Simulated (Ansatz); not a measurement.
Runs of Ansatz 0.2.0 on AlPt. It takes space group Pm-3m (No. 221, cubic). The conventional cell has a = 3.092 Å, b = 3.092 Å, c = 3.092 Å, α = 90.00°, β = 90.00°, γ = 90.00°. Pt (site symmetry m-3m) is surrounded by 8 Al at 2.68 Å. Al (site symmetry m-3m) is surrounded by 8 Pt at 2.68 Å. Measurements of this composition are mostly on another form, of space group No. 198.

```tsv
task	level	cell	k mesh	atoms under strain	gap on the mesh (eV)	pressure (GPa)	relaxed volume (Å³/atom)
relaxation of cell and atoms	PBEsol+D3(BJ)-ATM	relaxed	9 × 9 × 9	-	none	0.0	14.00
elastic constants	PBEsol	as given	8 × 8 × 8	clamped	none	-5.8	-
single point	PBEsol	atoms moved at random, drawn with an rms of 0.05 Å	9 × 9 × 9	-	none	-5.3	-
relaxation of cell and atoms	PBEsol+D3(BJ)	relaxed	9 × 9 × 9	-	none	0.0	(a)
relaxation of cell and atoms	PBEsol+D4	relaxed	9 × 9 × 9	-	none	0.0	14.09
```

Alike in all rows: potentials or basis Ansatz PAW; no spin polarisation; cutoff (eV) 420; smearing fermi-dirac 0.05 eV.

Estimate the missing entries.

(a) 13.90.

Caveats: the PAW data sets come from PBE, with cores solved anew for the run's functional, which leaves a small shift of forces and pressure; the plane-wave basis is chosen anew once the cell has moved, so the energies of steps on either side of that aren't comparable (some runs); pairwise dispersion overbinds metals, which lowers pressure and volume (some runs); the cell is more than 3 GPa from zero pressure, which shifts response properties (some runs); the elastic tensor has a negative eigenvalue, so either the cell is unstable as it stands or the mesh is too thin (some runs).

A k mesh can miss the band edges, and the runs leave out spin-orbit coupling on Pt.

A gap of «none» marks a metal or a gap under the smearing width.
